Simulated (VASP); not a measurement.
Crystal: CdGeAs2.

```
Cd As Ge
1.0
    -2.98887    2.98887    5.66430
     2.98887   -2.98887    5.66430
     2.98887    2.98887   -5.66430
Cd As Ge
2 4 2
Direct
  0.50000 0.50000 0.00000
  0.25000 0.75000 0.50000
  0.09622 0.12500 0.47122
  0.37500 0.90378 0.02878
  0.65378 0.62500 0.52878
  0.87500 0.34622 0.97122
  0.75000 0.25000 0.50000
  0.00000 0.00000 0.00000
```

The cell is a database's computed one.

Base run:

```yaml
Program: VASP 6.6.1
Functional: r2SCAN
Potentials_or_basis: VASP PAW PBE potentials, release 64 (Cd, As, Ge_d)
Cutoff: 520 eV
k_mesh: 6 × 6 × 6
Occupations: gaussian, width 0.02 eV
Spin: no spin polarisation
```

Its results: band gap on the k mesh 0.08 eV, direct.

**Question.** The run is repeated on the same cell with these changes: functional from r2SCAN to TB-mBJ. What comes out?

**Answer.** Band gap on the k mesh 0.54 eV, direct.

Not every run made on this cell is shown here.
